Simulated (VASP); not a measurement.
# GaSe (P6_3/mmc) in VASP: single point with LDA

Aim: the single point of GaSe with LDA.

All numbers are computed with VASP 6.6.1; they aren't measurements. Logs are shortened: lines on timing, memory, paths and dates and some standing lists are left out, and cuts for length are marked.

### 1 The crystal as given

The structure is hexagonal, space group P6_3/mmc (No. 194). Conventional cell: a = 3.742 Å, b = 3.742 Å, c = 15.919 Å, α = 90.00°, β = 90.00°, γ = 120.00°. Around Ga (site symmetry 3m) lie 1 Ga at 2.32 Å and 3 Se at 2.48 Å. Se (site symmetry 3m) has 3 Ga at 2.48 Å as nearest neighbours.

### 2 Single point, LDA

File INCAR:

```
  PREC = Accurate
  ENCUT = 520
  EDIFF = 1E-6
  ISMEAR = 0
  SIGMA = 0.01
  LREAL = False
  LASPH = True
  NELM = 100
  ALGO = Fast
  ISIF = 2
  LWAVE = False
  LCHARG = False
  GGA = CA
  NBANDS = 48
```

File KPOINTS:

```
regular mesh
0
Gamma
  6 6 2
```

File POSCAR:

```
GaSe
1.0
    3.7420000000      0.0000000000      0.0000000000
   -1.8710000000      3.2406670000      0.0000000000
    0.0000000000      0.0000000000     15.9190000000
Ga Se
4 4
Direct
    0.3333333333      0.6666666667      0.1770000000
    0.6666666667      0.3333333333      0.6770000000
    0.3333333333      0.6666666667      0.3230000000
    0.6666666667      0.3333333333      0.8230000000
    0.3333333333      0.6666666667      0.6000000000
    0.6666666667      0.3333333333      0.1000000000
    0.3333333333      0.6666666667      0.9000000000
    0.6666666667      0.3333333333      0.4000000000
```

Potentials or basis: VASP PAW LDA potentials, release 64 (Ga_d, Se).

Command:

```
> cat potpaw_LDA.64/Ga_d/POTCAR potpaw_LDA.64/Se/POTCAR > POTCAR
> mpirun -np 1 vasp_std > vasp.out
```

OUTCAR:

```text
PREC = Accurate
   ENCUT = 520
   EDIFF = 1E-6
   ISMEAR = 0
   LREAL = False
   LASPH = True
   NELM = 100
   ISIF = 2
   GGA = CA

 ion  position               nearest neighbor table
   1  0.333  0.667  0.177-   3 2.32   6 2.48   6 2.48   6 2.48
   2  0.667  0.333  0.677-   4 2.32   5 2.48   5 2.48   5 2.48
   3  0.333  0.667  0.323-   1 2.32   8 2.48   8 2.48   8 2.48
   4  0.667  0.333  0.823-   2 2.32   7 2.48   7 2.48   7 2.48
   5  0.333  0.667  0.600-   2 2.48   2 2.48   2 2.48
   6  0.667  0.333  0.100-   1 2.48   1 2.48   1 2.48
   7  0.333  0.667  0.900-   4 2.48   4 2.48   4 2.48
   8  0.667  0.333  0.400-   3 2.48   3 2.48   3 2.48

  LATTYP: Found a hexagonal cell.
 ALAT       =     3.7420000000
 C/A-ratio  =     4.2541421700

  Lattice vectors:

 A1 = (   3.7420000000,   0.0000000000,   0.0000000000)
 A2 = (  -1.8710000000,   3.2406670000,   0.0000000000)
 A3 = (   0.0000000000,   0.0000000000,  15.9190000000)

Analysis of symmetry for initial positions (statically):
=====================================================================
 Subroutine PRICEL returns:
 Original cell was already a primitive cell.

 Routine SETGRP: Setting up the symmetry group for a
 hexagonal supercell.

 Subroutine GETGRP returns: Found 24 space group operations
 (whereof 12 operations were pure point group operations)
 out of a pool of 24 trial point group operations.

The static configuration has the point symmetry D_3d.
 The point group associated with its full space group is D_6h.

Analysis of symmetry for dynamics (positions and initial velocities):
=====================================================================
 Subroutine PRICEL returns:
 Original cell was already a primitive cell.

 Routine SETGRP: Setting up the symmetry group for a
 hexagonal supercell.

 Subroutine GETGRP returns: Found 24 space group operations
 (whereof 12 operations were pure point group operations)
 out of a pool of 24 trial point group operations.

The dynamic configuration has the point symmetry D_3d.
 The point group associated with its full space group is D_6h.

 Subroutine INISYM returns: Found 24 space group operations
 (whereof 12 operations are pure point group operations),
 and found     1 'primitive' translations

----------------------------------------------------------------------------------------

                                     Primitive cell

  volume of cell :     193.0430

  direct lattice vectors                    reciprocal lattice vectors
     3.742000000  0.000000000  0.000000000     0.267236772  0.154289225  0.000000000
    -1.871000000  3.240667000  0.000000000     0.000000000  0.308578450  0.000000000
     0.000000000  0.000000000 15.919000000     0.000000000  0.000000000  0.062818016

  length of vectors
     3.742000000  3.741999947 15.919000000     0.308578446  0.308578450  0.062818016

  position of ions in fractional coordinates (direct lattice)
     0.333333333  0.666666667  0.177000000
     0.666666667  0.333333333  0.677000000
     0.333333333  0.666666667  0.323000000
     0.666666667  0.333333333  0.823000000
     0.333333333  0.666666667  0.600000000
     0.666666667  0.333333333  0.100000000
     0.333333333  0.666666667  0.900000000
     0.666666667  0.333333333  0.400000000

  ion indices of the primitive-cell ions
   primitive index   ion index
                 1           1
                 2           2
                 3           3
                 4           4
                 5           5
                 6           6
                 7           7
                 8           8

----------------------------------------------------------------------------------------

 KPOINTS: regular mesh

Automatic generation of k-mesh.
 Grid dimensions read from file:
 generate k-points for:    6    6    2

 Generating k-lattice:

  Cartesian coordinates                     Fractional coordinates (reciprocal lattice)
     0.044539462  0.025714871  0.000000000     0.166666667  0.000000000  0.000000000
     0.000000000  0.051429742  0.000000000     0.000000000  0.166666667  0.000000000
     0.000000000  0.000000000  0.031409008     0.000000000  0.000000000  0.500000000

  Length of vectors
     0.051429741  0.051429742  0.031409008

  Shift w.r.t. Gamma in fractional coordinates (k-lattice)
     0.000000000  0.000000000  0.000000000

 Subroutine IBZKPT returns following result:
 ===========================================

 Found     14 irreducible k-points:

 Following reciprocal coordinates:
            Coordinates               Weight
  0.000000  0.000000  0.000000      1.000000
  0.166667 -0.000000  0.000000      6.000000
  0.333333 -0.000000  0.000000      6.000000
  0.500000  0.000000  0.000000      3.000000
  0.166667  0.166667  0.000000      6.000000
  0.333333  0.166667  0.000000     12.000000
  0.333333  0.333333  0.000000      2.000000
  0.000000  0.000000  0.500000      1.000000
  0.166667 -0.000000  0.500000      6.000000
  0.333333 -0.000000  0.500000      6.000000
  0.500000  0.000000  0.500000      3.000000
  0.166667  0.166667  0.500000      6.000000
  0.333333  0.166667  0.500000     12.000000
  0.333333  0.333333  0.500000      2.000000
   k-points           NKPTS =     14   k-points in BZ     NKDIM =     14   number of bands    NBANDS=     48
   number of dos      NEDOS =    301   number of ions     NIONS =      8
   total plane-waves  NPLWV =  94080
   dimension x,y,z NGX =    28 NGY =   28 NGZ =  120
   dimension x,y,z NGXF=    56 NGYF=   56 NGZF=  240
   ions per type =               4   4
   NGX,Y,Z   is equivalent  to a cutoff of  12.44, 12.44, 12.53 a.u.
   NGXF,Y,Z  is equivalent  to a cutoff of  24.88, 24.88, 25.06 a.u.
 SYSTEM =  unknown system
   PREC   = accura    normal or accurate (medium, high low for compatibility)
   ISTART =      0    job   : 0-new  1-cont  2-samecut
   ICHARG =      2    charge: 1-file 2-atom 10-const
   ISPIN  =      1    spin polarized calculation?
   LNONCOLLINEAR =      F non collinear calculations
   LSORBIT =      F    spin-orbit coupling
   LASPH  =      T    aspherical Exc in radial PAW
   ENCUT  =  520.0 eV  38.22 Ry    6.18 a.u.   6.96  6.96 29.60*2*pi/ulx,y,z
   NELM   =    100;   NELMIN=  2; NELMDL= -5     # of ELM steps
   EDIFF  = 0.1E-05   stopping-criterion for ELM
   LREAL  =      F    real-space projection
   EDIFFG = 0.1E-04   stopping-criterion for IOM
   NSW    =      0    number of steps for IOM
   IBRION =     -1    ionic relax: 0-MD 1-quasi-New 2-CG
   NFREE  =      0    steps in history (QN), initial steepest desc. (CG)
   ISIF   =      2    stress and relaxation
   ISYM   =      2    0-nonsym 1-usesym 2-fastsym
   POTIM  = 0.5000    time-step for ionic-motion
   TEBEG  =    0.0;   TEEND  =   0.0 temperature during run
   PSTRESS=    0.0 pullay stress
   NELECT =      76.0000    total number of electrons
   NUPDOWN=      -1.0000    fix difference up-down
   EMIN   =  10.00;   EMAX   =-10.00  energy-range for DOS
   EFERMI =   0.00;   METHOD = LEGACY
   ISMEAR =     0;   SIGMA  =   0.01  broadening in eV -4-tet -1-fermi 0-gaus
   EFERMI_NEDOS =   21; number of points for ismear=-14 and -15
   IALGO  =     68    algorithm
   IMIX   =      4    mixing-type and parameters
     AMIX     =   0.40;   BMIX     =  1.00
     AMIX_MAG =   1.60;   BMIX_MAG =  1.00
  volume/ion in A,a.u.               =      24.13       162.84
  Fermi-wavevector in a.u.,A,eV,Ry     =   1.199853  2.267393 19.587589  1.439647
  Thomas-Fermi vector in A             =   2.335705
   LORBIT       =      0    0 simple, 1 ext, 2 COOP (PROOUT), +10 PAW based schemes
   GGA     = CA    functional components
   LHFCALC =     F    Hartree Fock is set to
   AEXX    =    0.0000 exact exchange contribution
   IVDW    =     0    specifies the selected vdW correction
   LEPSILON=     F    determine dielectric tensor
   LRPA    =     F    only Hartree local field effects (RPA)
 non-spin polarized calculation
 RMM-DIIS sequential band-by-band and
 Gauss-broadening in eV      SIGMA  =   0.01
  energy-cutoff  :      520.00
  volume of cell :      193.04
 maximum number of plane-waves:      5220
 NGX is ok and might be reduce to    28
   NGX = 13   NGY = 13   NGZ = 59

 number of electron      76.0000018 magnetization

 Free energy of the ion-electron system (eV)
  ---------------------------------------------------
  ext. energy  EPLUGINS =         0.00000000
  ---------------------------------------------------
  free energy    TOTEN  =       -35.23581982 eV

  energy without entropy =      -35.23581982  energy(sigma->0) =      -35.23581982

 E-fermi :   3.3881     XC(G=0):  -9.6944

 val. band max:        3.3040609363   @ k =   0.0000   0.0000   0.0000
 cond. band min:       4.2927666699   @ k =   0.0000   0.0000   0.0000
 fundamental gap:      0.9887057336
 Fermi energy:         3.3881347127

 k-point     1 :       0.0000    0.0000    0.0000
  band No.  band energies     occupation
      1     -12.0267      2.00000
      2     -12.0265      2.00000
      3     -11.8400      2.00000
      4     -11.8400      2.00000
      5     -11.8399      2.00000
      6     -11.8399      2.00000
[... 40 lines left out ...]
     47       8.8277      0.00000
     48       8.9666      0.00000

 k-point     2 :       0.1667   -0.0000    0.0000
  band No.  band energies     occupation
      1     -12.0227      2.00000
      2     -12.0225      2.00000
      3     -11.8983      2.00000
      4     -11.8926      2.00000
      5     -11.8409      2.00000
      6     -11.8407      2.00000
[... 40 lines left out ...]
     47       8.0258      0.00000
     48       8.5222      0.00000

 k-point     3 :       0.3333   -0.0000    0.0000
  band No.  band energies     occupation
      1     -12.0175      2.00000
      2     -12.0170      2.00000
      3     -11.9763      2.00000
      4     -11.9699      2.00000
      5     -11.8597      2.00000
      6     -11.8534      2.00000
[... 550 lines left out ...]
     47       8.2189      0.00000
     48       8.2201      0.00000

 k-point    14 :       0.3333    0.3333    0.5000
  band No.  band energies     occupation
      1     -12.0109      2.00000
      2     -12.0109      2.00000
      3     -12.0038      2.00000
      4     -12.0038      2.00000
      5     -11.8907      2.00000
      6     -11.8907      2.00000
[... 40 lines left out ...]
     47       9.3354      0.00000
     48       9.3412      0.00000

------------------------ aborting loop because EDIFF is reached ----------------------------------------

  FORCE on cell =-STRESS in cart. coord.  units (eV):
  Direction    XX          YY          ZZ          XY          YZ          ZX
  --------------------------------------------------------------------------------------
  -------------------------------------------------------------------------------------
  Total       -2.8488141     -2.8488140      0.0635480      0.0000000      0.0000000     -0.0000000
  in kB      -23.6439872    -23.6439863      0.5274226      0.0000000      0.0000000     -0.0000000
  external PRESSURE =     -15.5868503 kB  Pullay stress =       0.0000000 kB

 VOLUME and BASIS-vectors are now :
 -----------------------------------------------------------------------------
  energy-cutoff  :      520.00
  volume of cell :      193.04
      direct lattice vectors                 reciprocal lattice vectors
     3.742000000  0.000000000  0.000000000     0.267236772  0.154289225  0.000000000
    -1.871000000  3.240667000  0.000000000     0.000000000  0.308578450  0.000000000
     0.000000000  0.000000000 15.919000000     0.000000000  0.000000000  0.062818016

 POSITION                                       TOTAL-FORCE (eV/Angst)
 -----------------------------------------------------------------------------------
     -0.00000      2.16044      2.81766         0.000000      0.000000     -1.226343
      1.87100      1.08022     10.77716         0.000000     -0.000000     -1.226343
     -0.00000      2.16044      5.14184         0.000000      0.000000      1.226343
      1.87100      1.08022     13.10134        -0.000000     -0.000000      1.226343
     -0.00000      2.16044      9.55140         0.000000      0.000000      0.539955
      1.87100      1.08022      1.59190         0.000000     -0.000000      0.539955
     -0.00000      2.16044     14.32710        -0.000000      0.000000     -0.539955
      1.87100      1.08022      6.36760        -0.000000      0.000000     -0.539955
 -----------------------------------------------------------------------------------
    total drift:                                0.000000     -0.000000      0.000000

  FREE ENERGIE OF THE ION-ELECTRON SYSTEM (eV)
  ---------------------------------------------------
  free  energy   TOTEN  =       -35.2358198232 eV

  energy  without entropy=      -35.2358198232  energy(sigma->0) =      -35.23581982
```

Run time: 1.8 min. Hardware: 1 thread of Intel Xeon Platinum 8488C (Sapphire Rapids), shared host; peak memory 0.28 GiB.

What came out:

```yaml
Free_energy: -35.2358 eV
Pressure: -1.6 GPa
Largest_force: 1.226 eV/Å
Band_gap_on_the_k_mesh: 0.99 eV, direct
```

Forces in eV/Å, atoms in the order of the input:
```
Ga   0.000  0.000 -1.226
Ga   0.000  0.000 -1.226
Ga   0.000  0.000  1.226
Ga   0.000  0.000  1.226
Se   0.000  0.000  0.540
Se   0.000  0.000  0.540
Se   0.000  0.000 -0.540
Se   0.000  0.000 -0.540
```

Caveat: forces of over 1 eV/Å show positions far from the minimum, so gaps and moduli don't describe the material at rest. LDA gaps usually lie below the measured ones, often by a third to a half.
